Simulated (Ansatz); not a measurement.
Ansatz input

```yaml
crystal:
  lattice:
    - [5.4649337731, 0.0, 0.0]
    - [-2.7324668866, 4.7327714775, 0.0]
    - [0.0, 0.0, 3.3953583947]
  atoms:
    - { symbol: In, position: [0.0, 0.0, 0.0] }
    - { symbol: In, position: [0.3333333333, 0.6666666667, 0.5] }
    - { symbol: In, position: [0.6666666667, 0.3333333333, 0.5] }
hamiltonian:
  xc: rpbe
  pseudopotentials:
    kind: paw
    azcp:
      In: "pseudopotentials/In.paw.azcp"
basis:
  ecutwfc: 420
  fft_grid_basis: typed
kpoints:
  mp_grid: { grid: [9, 9, 12], shift: [0, 0, 0] }
magnetization:
  spin_polarized: false
scf:
  occupations: { method: fermi_dirac, width: 0.1 }
output:
  write_density: true
  write_potential: true
  elf: true
  volumetric_format: npy
```

and its output:

```
Engine: ansatz 0.2.0, aarch64-unknown-linux-gnu
Pseudopotentials: kind: paw
Pseudopotential: In, paw, valence charge 13, recommended cutoff 420 eV (normal) 
Functional definition: RPBE
  parameter kappa = 0.804
  parameter beta = 0.06672455060314922
  exchange = rpbe_x(kappa = kappa, mu = beta*pi^2/3)
  correlation = pbe_c(beta = beta)
Crystal: 3 atoms, lattice volume = 87.819 Å³
Basis set: ecut = 420 eV, 1721 PW (Γ)
Bands: 24, of which v1, the nominal top of the filled ones, is band 20 counted from 1 (19 counted from 0)
Symmetry: 24 space group operations
Space group: P6/mmm (ITA 191), of the structure as read, at distance tolerance 4.4e-5 Å
k-points: 84 of 972
Non-local potential: In, projectors of the file, l = 0: 2, l = 1: 2, l = 2: 2, l = 3: 2
PAW form: soft (Blöchl's): semilocal exchange-correlation on the pseudo side does not see the compensation charge
PAW frozen core: In, regenerated for the run's functional, and the local potential with it (the file was generated under x = pbe(κ = 0.804, μ = 0.2195149727645171), c = pbe(β = 0.06672455060314922))
PAW one-centre angular grid: In, 590 points (default); XC on 64 Gauss nodes
Initial density: superposition of atomic densities (neutral atoms: chi_scale 0, normalization atom), corrected by the library's trained network
Initial wavefunctions: pseudopotential atomic-orbital guess
Functional: x = rpbe, c = pbe(β = 0.06672455060314922)
SCF iter   1: F=—  HF=-16818.769127 eV  |F-HF|=—  |Δ(HF+E_count)|=         —  Δρ=3.69e-3  dr2=7.49e-3  ethr=1.77e-3  ⟨swp⟩=5.6  Hψ=8712  notcnv=0
SCF iter   2: F=—  HF=-16818.765252 eV  |F-HF|=—  |Δ(HF+E_count)|=   3.87e-3  Δρ=1.18e-3  dr2=1.06e-3  ethr=1.92e-5  ⟨swp⟩=2.0  Hψ=3991  notcnv=0
SCF iter   3: F=—  HF=-16818.765305 eV  |F-HF|=—  |Δ(HF+E_count)|=   5.35e-5  Δρ=5.22e-4  dr2=2.79e-4  ethr=2.72e-6  ⟨swp⟩=1.4  Hψ=2062  notcnv=0
SCF iter   4: F=—  HF=-16818.765350 eV  |F-HF|=—  |Δ(HF+E_count)|=   4.48e-5  Δρ=1.25e-4  dr2=1.71e-5  ethr=7.16e-7  ⟨swp⟩=2.2  Hψ=2772  notcnv=0
SCF iter   5: F=—  HF=-16818.765350 eV  |F-HF|=—  |Δ(HF+E_count)|=   2.11e-7  Δρ=1.16e-5  dr2=1.50e-7  ethr=4.40e-8  ⟨swp⟩=2.0  Hψ=3659  notcnv=0
SCF iter   6: F=-16818.765350 eV  HF=-16818.765350 eV  |F-HF|=3.57e-9  |Δ(HF+E_count)|=   6.85e-8  Δρ=4.20e-6  dr2=7.73e-9  ethr=2.56e-10  ⟨swp⟩=4.9  Hψ=6973  notcnv=0
SCF 1 converged in 6 iterations: F = -16818.765350 eV  dr2 = 7.73e-9
SCF converged after 6 iterations
Free energy (F): -16818.765350 eV
Harris-Foulkes:  -16818.765350 eV  (|F-HF|=3.57e-9)
Internal energy: -16818.705449 eV  (E = F + TS)
E sigma→0 (E₀):  -16818.735400 eV
Entropy (-TS):   -0.059901 eV (-19.967 meV/atom)
Fermi energy:    8.900612 eV
--- Per-component energies (eV) ---
  E_band       = -121.212263
  E_kinetic    = 720.459806
  E_local      = -3440.614217  (includes V_loc(G=0)·N_el)
  E_nonlocal   = 1097.120788
  E_hartree    = 1347.017998
  E_xc         = -647.888052
  E_vxc        = -296.369113  (∫ρ·V_xc dr)
  E_paw        = -12480.430519  (= ΣΔE_a)
  E_vpaw       = -895.844392  (= ΣTr[D̂ρ^β])
  E_aug_tail   = 0.000077  (compensation charges beyond the density's cutoff)
  E_ewald      = -3414.573398
  E_core_change = 0.202069  (= ΣΔE_core)
  E_smearing   = -0.059901  (= −TS)
  E_closure    = -0.000000  (closes the sum)
  Σ components = -16818.765350   (vs F -16818.765350, Δ=0.00e0)
--- Band table (eV; the first three rows and the last of 84) ---
  k-point 0: bands = ["-5.8910", "-5.7145", "-5.7145", "-5.7110", "-5.6911", "-5.6308", "-5.6308", "-5.5995", "-5.5995", "-5.5986", "-5.5986", "-5.5930", "-5.5930", "-5.4653", "-5.4653", "0.0872", "6.1028", "6.3425", "8.0908", "8.0908", "8.2368", "8.2368", "13.2145", "16.3791"]
  k-point 1: bands = ["-5.8745", "-5.7135", "-5.7135", "-5.6948", "-5.6726", "-5.6588", "-5.6588", "-5.6240", "-5.6240", "-5.5781", "-5.5781", "-5.5765", "-5.5765", "-5.4679", "-5.4679", "0.1827", "6.1661", "6.4283", "8.1798", "8.1798", "8.3402", "8.3402", "12.1453", "17.6146"]
  k-point 2: bands = ["-5.8292", "-5.7109", "-5.7109", "-5.7020", "-5.7020", "-5.6574", "-5.6574", "-5.6504", "-5.6221", "-5.5704", "-5.5704", "-5.5532", "-5.5532", "-5.4724", "-5.4724", "0.4701", "6.3352", "6.6881", "8.4401", "8.4401", "8.6476", "8.6476", "10.4429", "16.0714"]
  k-point 83: bands = ["-5.8326", "-5.7925", "-5.7062", "-5.7062", "-5.7011", "-5.7011", "-5.6718", "-5.6718", "-5.5886", "-5.5654", "-5.5654", "-5.4468", "-5.4299", "-5.4288", "-5.4288", "5.1797", "5.1797", "5.7223", "6.3835", "7.1564", "7.1564", "12.2305", "13.2940", "13.2940"]
```
